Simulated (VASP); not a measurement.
# Hg (I4/mmm) in VASP: equation of state

Aim: energy against volume of Hg in PBE, for its equilibrium volume and stiffness.

Program: VASP 6.6.1. These are calculated values, not measurements. Logs are shortened: lines on timing, memory, paths and dates and some standing lists are left out, and cuts for length are marked.

## Step 1: The crystal as given

It takes space group I4/mmm (No. 139, tetragonal). The conventional cell has a = 3.753 Å, b = 3.753 Å, c = 3.834 Å, α = 90.00°, β = 90.00°, γ = 90.00°. Hg (site symmetry 4/mmm) is surrounded by 12 Hg at 3.27 to 3.75 Å.

## Step 2: Equation of state, PBE, 25.39 Å³/atom (volume scaled by 0.94)

INCAR

```
SYSTEM = Hg
ALGO     = Normal         ! electronic algorithm
EDIFF    = 1E-7           ! SCF threshold, eV
ENCUT    = 520            ! plane-wave cutoff, eV
GGA      = PE             ! functional
ISIF     = 2              ! what is computed and relaxed
ISMEAR   = -1             ! smearing method
LASPH    = .TRUE.         ! aspherical terms in the spheres
LCHARG   = .FALSE.        ! write CHGCAR
LREAL    = .FALSE.        ! projectors in reciprocal space
LWAVE    = .FALSE.        ! write WAVECAR
NBANDS   = 12             ! bands
NELM     = 80             ! most SCF steps
PREC     = Accurate       ! precision mode
SIGMA    = 0.05           ! smearing width, eV
```

KPOINTS

```
k-points
0
G
  10 10 10
  0 0 0
```

POSCAR

```
Hg
1.0
   -1.8384249418      1.8384249418      1.8777145925
    1.8384249418     -1.8384249418      1.8777145925
    1.8384249418      1.8384249418     -1.8777145925
Hg
1
Direct
    0.5000000000      0.5000000000      0.0000000000
```

Potentials or basis: VASP PAW PBE potentials, release 64 (Hg).

Started as:

```bash
$ cat potpaw_PBE.64/Hg/POTCAR > POTCAR
$ mpirun -np 1 vasp_std > vasp.out
```

OUTCAR:

```text
SYSTEM = Hg
   EDIFF = 1E-7
   ENCUT = 520
   GGA = PE
   ISIF = 2
   ISMEAR = -1
   LASPH = .TRUE.
   LREAL = .FALSE.
   NELM = 80
   PREC = Accurate

 ion  position               nearest neighbor table
   1  0.500  0.500  0.000-

  LATTYP: Found a body centered tetragonal cell.
 ALAT       =     3.6768498836
 C/A-ratio  =     1.0213713651

  Lattice vectors:

 A1 = (  -1.8384249418,   1.8384249418,   1.8777145925)
 A2 = (   1.8384249418,  -1.8384249418,   1.8777145925)
 A3 = (   1.8384249418,   1.8384249418,  -1.8777145925)

Analysis of symmetry for initial positions (statically):
=====================================================================
 Subroutine PRICEL returns:
 Original cell was already a primitive cell.

 Routine SETGRP: Setting up the symmetry group for a
 body centered tetragonal supercell.

 Subroutine GETGRP returns: Found 16 space group operations
 (whereof 16 operations were pure point group operations)
 out of a pool of 16 trial point group operations.

The static configuration has the point symmetry D_4h.

Analysis of symmetry for dynamics (positions and initial velocities):
=====================================================================
 Subroutine PRICEL returns:
 Original cell was already a primitive cell.

 Routine SETGRP: Setting up the symmetry group for a
 body centered tetragonal supercell.

 Subroutine GETGRP returns: Found 16 space group operations
 (whereof 16 operations were pure point group operations)
 out of a pool of 16 trial point group operations.

The dynamic configuration has the point symmetry D_4h.

 Subroutine INISYM returns: Found 16 space group operations
 (whereof 16 operations are pure point group operations),
 and found     1 'primitive' translations

----------------------------------------------------------------------------------------

                                     Primitive cell

  volume of cell :      25.3852

  direct lattice vectors                    reciprocal lattice vectors
    -1.838424942  1.838424942  1.877714593     0.000000000  0.271971941  0.266281149
     1.838424942 -1.838424942  1.877714593     0.271971941  0.000000000  0.266281149
     1.838424942  1.838424942 -1.877714593     0.271971941  0.271971941  0.000000000

  length of vectors
     3.207089744  3.207089744  3.207089744     0.380623682  0.380623682  0.384626408

  position of ions in fractional coordinates (direct lattice)
     0.500000000  0.500000000  0.000000000

  ion indices of the primitive-cell ions
   primitive index   ion index
                 1           1

----------------------------------------------------------------------------------------

 KPOINTS: k-points

Automatic generation of k-mesh.
 Grid dimensions read from file:
 generate k-points for:   10   10   10

 Generating k-lattice:

  Cartesian coordinates                     Fractional coordinates (reciprocal lattice)
     0.000000000  0.027197194  0.026628115     0.100000000 -0.000000000  0.000000000
     0.027197194  0.000000000  0.026628115    -0.000000000  0.100000000  0.000000000
     0.027197194  0.027197194  0.000000000     0.000000000  0.000000000  0.100000000

  Length of vectors
     0.038062368  0.038062368  0.038462641

  Shift w.r.t. Gamma in fractional coordinates (k-lattice)
     0.000000000  0.000000000  0.000000000

 Subroutine IBZKPT returns following result:
 ===========================================

 Found    102 irreducible k-points:

 Following reciprocal coordinates:
            Coordinates               Weight
  0.000000  0.000000  0.000000      1.000000
  0.100000 -0.000000  0.000000      8.000000
  0.200000 -0.000000  0.000000      8.000000
  0.300000 -0.000000  0.000000      8.000000
  0.400000 -0.000000  0.000000      8.000000
  0.500000  0.000000 -0.000000      4.000000
[... 42 lines left out ...]
 -0.100000  0.300000  0.100000      8.000000
  0.400000  0.400000  0.100000      4.000000
 [... further k-points ...]
   k-points           NKPTS =    102   k-points in BZ     NKDIM =    102   number of bands    NBANDS=     12
   number of dos      NEDOS =    301   number of ions     NIONS =      1
   total plane-waves  NPLWV =  13824
   dimension x,y,z NGX =    24 NGY =   24 NGZ =   24
   dimension x,y,z NGXF=    48 NGYF=   48 NGZF=   48
   ions per type =               1
   NGX,Y,Z   is equivalent  to a cutoff of  12.44, 12.44, 12.44 a.u.
   NGXF,Y,Z  is equivalent  to a cutoff of  24.88, 24.88, 24.88 a.u.
 SYSTEM =  Hg
   PREC   = accura    normal or accurate (medium, high low for compatibility)
   ISTART =      0    job   : 0-new  1-cont  2-samecut
   ICHARG =      2    charge: 1-file 2-atom 10-const
   ISPIN  =      1    spin polarized calculation?
   LNONCOLLINEAR =      F non collinear calculations
   LSORBIT =      F    spin-orbit coupling
   LASPH  =      T    aspherical Exc in radial PAW
   ENCUT  =  520.0 eV  38.22 Ry    6.18 a.u.   5.96  5.96  5.96*2*pi/ulx,y,z
   NELM   =     80;   NELMIN=  2; NELMDL= -5     # of ELM steps
   EDIFF  = 0.1E-06   stopping-criterion for ELM
   LREAL  =      F    real-space projection
   EDIFFG = 0.1E-05   stopping-criterion for IOM
   NSW    =      0    number of steps for IOM
   IBRION =     -1    ionic relax: 0-MD 1-quasi-New 2-CG
   NFREE  =      0    steps in history (QN), initial steepest desc. (CG)
   ISIF   =      2    stress and relaxation
   ISYM   =      2    0-nonsym 1-usesym 2-fastsym
   POTIM  = 0.5000    time-step for ionic-motion
   TEBEG  =    0.0;   TEEND  =   0.0 temperature during run
   PSTRESS=    0.0 pullay stress
   NELECT =      12.0000    total number of electrons
   NUPDOWN=      -1.0000    fix difference up-down
   EMIN   =  10.00;   EMAX   =-10.00  energy-range for DOS
   EFERMI =   0.00;   METHOD = LEGACY
   ISMEAR =    -1;   SIGMA  =   0.05  broadening in eV -4-tet -1-fermi 0-gaus
   EFERMI_NEDOS =   21; number of points for ismear=-14 and -15
   IALGO  =     38    algorithm
   IMIX   =      4    mixing-type and parameters
     AMIX     =   0.40;   BMIX     =  1.00
     AMIX_MAG =   1.60;   BMIX_MAG =  1.00
  volume/ion in A,a.u.               =      25.39       171.31
  Fermi-wavevector in a.u.,A,eV,Ry     =   1.275288  2.409944 22.127949  1.626358
  Thomas-Fermi vector in A             =   2.408008
   LORBIT       =      0    0 simple, 1 ext, 2 COOP (PROOUT), +10 PAW based schemes
   GGA     = PE    functional components
   LHFCALC =     F    Hartree Fock is set to
   AEXX    =    0.0000 exact exchange contribution
   IVDW    =     0    specifies the selected vdW correction
   LEPSILON=     F    determine dielectric tensor
   LRPA    =     F    only Hartree local field effects (RPA)
 non-spin polarized calculation
  energy-cutoff  :      520.00
  volume of cell :       25.39
 maximum number of plane-waves:       695
   NGX = 11   NGY = 11   NGZ = 11

 number of electron      12.0000003 magnetization

 Free energy of the ion-electron system (eV)
  ---------------------------------------------------
  ext. energy  EPLUGINS =         0.00000000
  ---------------------------------------------------
  free energy    TOTEN  =        -0.14615290 eV

  energy without entropy =       -0.14402198  energy(sigma->0) =       -0.14508744

 E-fermi :   2.1845     XC(G=0): -10.4590

 val. band max:        2.1507645616   @ k =   0.5000   0.5000   0.3000
 cond. band min:       2.2579974326   @ k =  -0.4000   0.5000   0.3000
 fundamental gap:      0.1072328711
 Fermi energy:         2.1845188651

 k-point     1 :       0.0000    0.0000    0.0000
  band No.  band energies     occupation
      1      -6.2702      2.00000
      2      -4.7043      2.00000
      3      -4.7043      2.00000
      4      -4.6532      2.00000
      5      -3.9397      2.00000
      6      -3.8840      2.00000
      7      16.9588      0.00000
      8      17.1458      0.00000
      9      17.1458      0.00000
     10      17.3407      0.00000
     11      17.7102      0.00000
     12      17.7102      0.00000

 k-point     2 :       0.1000   -0.0000    0.0000
  band No.  band energies     occupation
      1      -6.0222      2.00000
      2      -4.7201      2.00000
      3      -4.6816      2.00000
      4      -4.5644      2.00000
      5      -3.9712      2.00000
      6      -3.8923      2.00000
      7      14.7046      0.00000
      8      16.3206      0.00000
      9      16.5779      0.00000
     10      17.1034      0.00000
     11      17.3012      0.00000
     12      17.4446      0.00000

 k-point     3 :       0.2000   -0.0000    0.0000
  band No.  band energies     occupation
      1      -5.4504      2.00000
      2      -4.8151      2.00000
      3      -4.4732      2.00000
      4      -4.2636      2.00000
      5      -4.0301      2.00000
      6      -3.8959      2.00000
      7      10.8657      0.00000
      8      14.7251      0.00000
      9      14.7892      0.00000
     10      16.6870      0.00000
     11      17.2566      0.00000
     12      18.3717      0.00000
[... 526 lines left out ...]
 k-point    39 :       0.4000    0.2000    0.1000
  band No.  band energies     occupation
      1      -5.0542      2.00000
      2      -4.8061      2.00000
      3      -4.1858      2.00000
      4      -3.9192      2.00000
      5      -3.8379      2.00000
      6       0.6296      2.00000
      7       3.5634      0.00000
      8       6.7819      0.00000
      9       9.3548      0.00000
     10      20.5264      0.00000
     11      21.9557      0.00000
     12      22.9361      0.00000

 k-point    40 :       0.5000    0.2000    0.1000
  band No.  band energies     occupation
      1      -5.0258      2.00000
      2      -4.8293      2.00000
      3      -4.3250      2.00000
      4      -3.9395      2.00000
      5      -3.8593      2.00000
      6      -1.0259      2.00000
      7       5.4202      0.00000
      8       8.0679      0.00000
      9       9.7988      0.00000
     10      19.9865      0.00000
     11      21.6965      0.00000
     12      22.5837      0.00000

 [... further k-points ...]
[... 5 lines left out ...]
  --------------------------------------------------------------------------------------
  -------------------------------------------------------------------------------------
  Total        0.4391614      0.4391614      0.5465864      0.0000000     -0.0000000      0.0000000
  in kB       27.7174587     27.7174587     34.4975293      0.0000000     -0.0000000      0.0000000
  external PRESSURE =      29.9774822 kB  Pullay stress =       0.0000000 kB

 VOLUME and BASIS-vectors are now :
 -----------------------------------------------------------------------------
  energy-cutoff  :      520.00
  volume of cell :       25.39
      direct lattice vectors                 reciprocal lattice vectors
    -1.838424942  1.838424942  1.877714593     0.000000000  0.271971941  0.266281149
     1.838424942 -1.838424942  1.877714593     0.271971941  0.000000000  0.266281149
     1.838424942  1.838424942 -1.877714593     0.271971941  0.271971941  0.000000000

 POSITION                                       TOTAL-FORCE (eV/Angst)
 -----------------------------------------------------------------------------------
      0.00000      0.00000      1.87771        -0.000000     -0.000000      0.000000
 -----------------------------------------------------------------------------------
    total drift:                               -0.000000      0.000000      0.000000

  FREE ENERGIE OF THE ION-ELECTRON SYSTEM (eV)
  ---------------------------------------------------
  free  energy   TOTEN  =        -0.1461528977 eV

  energy  without entropy=       -0.1440219837  energy(sigma->0) =       -0.14508744
```

Wall time 14 s (1 thread of Intel Xeon Platinum 8488C (Sapphire Rapids), shared host); peak memory 0.15 GiB.

Results:

| Item | Value |
| --- | --- |
| Free energy | -0.1462 eV |
| Pressure | 3.0 GPa |
| Band gap on the k mesh | none (metal or under the smearing width) |

## Step 3: Equation of state, PBE, 25.93 Å³/atom (volume scaled by 0.96)

INCAR

```
PREC     = Accurate       # precision mode
ENCUT    = 520            # plane-wave cutoff, eV
EDIFF    = 1E-7           # SCF threshold, eV
ISMEAR   = -1             # smearing method
SIGMA    = 0.05           # smearing width, eV
LREAL    = F              # projectors in reciprocal space
LASPH    = T              # aspherical terms in the spheres
NELM     = 100            # most SCF steps
ALGO     = Normal         # electronic algorithm
ISIF     = 2              # what is computed and relaxed
LWAVE    = F              # write WAVECAR
LCHARG   = F              # write CHGCAR
GGA      = PE             # functional
NBANDS   = 12             # bands
```

KPOINTS

```
Automatic mesh
0
Gamma
  10 10 10
```

POSCAR

```
Hg
1.0
   -1.8513720229      1.8513720229      1.8909383704
    1.8513720229     -1.8513720229      1.8909383704
    1.8513720229      1.8513720229     -1.8909383704
Hg
1
Direct
    0.5000000000      0.5000000000      0.0000000000
```

Potentials or basis: VASP PAW PBE potentials, release 64 (Hg).

Started as:

```bash
$ cat potpaw_PBE.64/Hg/POTCAR > POTCAR
$ mpirun -np 1 vasp_std > vasp.out
```

It took 11 s on 1 thread of Intel Xeon Platinum 8488C (Sapphire Rapids), shared host; peak memory 0.15 GiB.

It converged, with:

```yaml
Free_energy: -0.1555 eV
Pressure: 2.4 GPa
Band_gap_on_the_k_mesh: none (metal or under the smearing width)
```

## Step 4: Equation of state, PBE, 26.47 Å³/atom (volume scaled by 0.98)

INCAR

```
  ALGO = Normal
  EDIFF = 1E-7
  ENCUT = 520
  GGA = PE
  ISIF = 2
  ISMEAR = -1
  LASPH = True
  LCHARG = False
  LREAL = False
  LWAVE = False
  NBANDS = 12
  NELM = 100
  PREC = Accurate
  SIGMA = 0.05
```

KPOINTS

```
k-points
0
Gamma
  10 10 10
```

POSCAR

```
Hg
1.0
   -1.8641405093      1.8641405093      1.9039797368
    1.8641405093     -1.8641405093      1.9039797368
    1.8641405093      1.8641405093     -1.9039797368
Hg
1
Direct
    0.5000000000      0.5000000000      0.0000000000
```

Started as:

```bash
$ cat potpaw_PBE.64/Hg/POTCAR > POTCAR
$ mpirun -np 1 vasp_std > vasp.out
```

It took 14 s on 1 thread of Intel Xeon Platinum 8488C (Sapphire Rapids), shared host; peak memory 0.15 GiB.

It converged, with:

```
Free energy            : -0.1631 eV
Pressure               : 1.9 GPa
Band gap on the k mesh : none (metal or under the smearing width)
```

## Step 5: Equation of state, PBE, 27.55 Å³/atom (volume scaled by 1.02)

INCAR

```
PREC = Accurate ; ENCUT = 520
EDIFF = 1E-7 ; ISMEAR = -1
SIGMA = 0.05 ; LREAL = F
LASPH = T ; NELM = 60
ALGO = Normal ; ISIF = 2
LWAVE = F ; LCHARG = F
GGA = PE ; NBANDS = 12
```

KPOINTS

```
regular mesh
0
Gamma
  10 10 10
```

POSCAR

```
Hg
1.0
   -1.8891655157      1.8891655157      1.9295395617
    1.8891655157     -1.8891655157      1.9295395617
    1.8891655157      1.8891655157     -1.9295395617
Hg
1
Direct
    0.5000000000      0.5000000000      0.0000000000
```

Started as:

```bash
$ cat potpaw_PBE.64/Hg/POTCAR > POTCAR
$ mpirun -np 1 vasp_std > vasp.out
```

Wall time 21 s (1 thread of Intel Xeon Platinum 8488C (Sapphire Rapids), shared host); peak memory 0.17 GiB.

It converged, with:

```
Free energy            : -0.1743 eV
Pressure               : 1.2 GPa
Band gap on the k mesh : none (metal or under the smearing width)
```

## Step 6: Equation of state, PBE, 28.09 Å³/atom (volume scaled by 1.04)

INCAR

```
SYSTEM = Hg
PREC = Accurate
ENCUT = 520
EDIFF = 1E-7
ISMEAR = -1
SIGMA = 0.05
LREAL = .False.
LASPH = .True.
NELM = 80
ALGO = Normal
ISIF = 2
LWAVE = .False.
LCHARG = .False.
GGA = PE
NBANDS = 12
```

KPOINTS

```
Automatic mesh
0
Gamma
  10 10 10
  0 0 0
```

POSCAR

```
Hg
1.0
   -1.9014331680      1.9014331680      1.9420693905
    1.9014331680     -1.9014331680      1.9420693905
    1.9014331680      1.9014331680     -1.9420693905
Hg
1
Direct
    0.5000000000      0.5000000000      0.0000000000
```

Potentials or basis: VASP PAW PBE potentials, release 64 (Hg).

Started as:

```bash
$ cat potpaw_PBE.64/Hg/POTCAR > POTCAR
$ mpirun -np 1 vasp_std > vasp.out
```

Wall time 31 s (1 thread of Intel Xeon Platinum 8488C (Sapphire Rapids), shared host); peak memory 0.17 GiB.

It converged, with:

* Free energy: -0.1780 eV
* Pressure: 0.8 GPa
* Band gap on the k mesh: none (metal or under the smearing width)

## Step 7: Equation of state, PBE, 28.63 Å³/atom (volume scaled by 1.06)

INCAR

```
PREC = Accurate
ENCUT = 520
EDIFF = 1E-7
ISMEAR = -1
SIGMA = 0.05
LREAL = False
LASPH = True
NELM = 80
ALGO = Normal
ISIF = 2
LWAVE = False
LCHARG = False
GGA = PE
NBANDS = 12
```

KPOINTS

```
regular mesh
0
Gamma
  10 10 10
```

POSCAR

```
Hg
1.0
   -1.9135445338      1.9135445338      1.9544395928
    1.9135445338     -1.9135445338      1.9544395928
    1.9135445338      1.9135445338     -1.9544395928
Hg
1
Direct
    0.5000000000      0.5000000000      0.0000000000
```

Started as:

```bash
$ cat potpaw_PBE.64/Hg/POTCAR > POTCAR
$ mpirun -np 1 vasp_std > vasp.out
```

It took 24 s on 1 thread of Intel Xeon Platinum 8488C (Sapphire Rapids), shared host; peak memory 0.17 GiB.

It converged, with:

| Item | Value |
| --- | --- |
| Free energy | -0.1805 eV |
| Pressure | 0.5 GPa |
| Band gap on the k mesh | none (metal or under the smearing width) |

## Step 8: Equation of state, PBE

No new run: the results of the series are fitted here.

What came out:

```
Equilibrium volume                        : 29.96 Å³/atom (rough: see the caveat)
Bulk modulus at fixed shape and positions : 12.5 GPa (rough)
```

Energy against volume, from the lowest point:
| volume (Å³/atom) | energy (meV/atom) |
| --- | --- |
| 25.385 | 34.40 |
| 25.925 | 25.03 |
| 26.465 | 17.44 |
| 27.006 | 11.25 |
| 27.546 | 6.30 |
| 28.086 | 2.58 |
| 28.626 | 0.00 |

Caveat: the fit is doubtful: noisy points or a state that changes with volume; the minimum lies outside the volumes run; the cell was scaled at fixed shape and fractional positions, which overstates the stiffness of a crystal with free parameters, most of all of layers and chains.
